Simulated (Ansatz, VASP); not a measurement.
# One calculation of Pb, two programs

The input INCAR:

```
PREC = Accurate ; ENCUT = 520
EDIFF = 1E-6 ; ISMEAR = 0
SIGMA = 0.1 ; LREAL = False
LASPH = True ; NELM = 60
ALGO = Normal ; ISIF = 2
LWAVE = False ; LCHARG = False
GGA = CA ; NBANDS = 36
```

The input KPOINTS:

```
Automatic mesh
0
Gamma
  6 6 4
```

The input POSCAR:

```
Pb
1.0
    4.5664118572      0.0000000000      0.0000000000
   -2.2832059287      3.9546286725      0.0000000000
    0.0000000000      0.0000000000      7.5536289108
Pb
4
Direct
    0.3333333333      0.6666666667      0.0630332895
    0.6666666667      0.3333333333      0.5630332895
    0.3333333333      0.6666666667      0.4369667105
    0.6666666667      0.3333333333      0.9369667105
```

Input for Ansatz:

```yaml
crystal:
  lattice:
    - [4.5664118572, 0.0, 0.0]
    - [-2.2832059287, 3.9546286725, 0.0]
    - [0.0, 0.0, 7.5536289108]
  atoms:
    - { symbol: Pb, position: [0.3333333333, 0.6666666667, 0.0630332895] }
    - { symbol: Pb, position: [0.6666666667, 0.3333333333, 0.5630332895] }
    - { symbol: Pb, position: [0.3333333333, 0.6666666667, 0.4369667105] }
    - { symbol: Pb, position: [0.6666666667, 0.3333333333, 0.9369667105] }
basis:
  ecutwfc: 420
kpoints:
  mp_grid: { grid: [6, 6, 4] }
hamiltonian:
  xc: lda
scf:
  occupations: { method: gaussian, width: 0.1 }
output:
  forces: true
  stress: true
  eigenvalues: true
```

Alike in both runs: task single point; functional LDA; k mesh 6 × 6 × 4; occupations gaussian, width 0.1 eV; no spin polarisation.

|  | VASP | Ansatz |
| --- | --- | --- |
| version | VASP 6.6.1 | Ansatz 0.2.0 |
| potentials or method | VASP PAW LDA potentials, release 64 (Pb_d) | scalar-relativistic, plane waves, PAW |
| plane-wave cutoff (eV) | 520 | 420 |
| valence electrons in the cell | 56 | 56 |

```tsv
	VASP	Ansatz	Ansatz less VASP
gap on the k mesh at the Fermi level (eV)	none	none	-
pressure (GPa)	7.5	7.4	-0.07
largest component of the traceless stress (GPa)	0.61	0.59	-0.015
rms of the force components (eV/Å)	0.052	0.052	-0.0005
```

Atom by atom the forces differ by 0.001 eV/Å (rms over components). A gap of «none» marks a metal or a gap that the smearing closes.

The runs have no spin-orbit coupling, so splittings on Pb are missing.
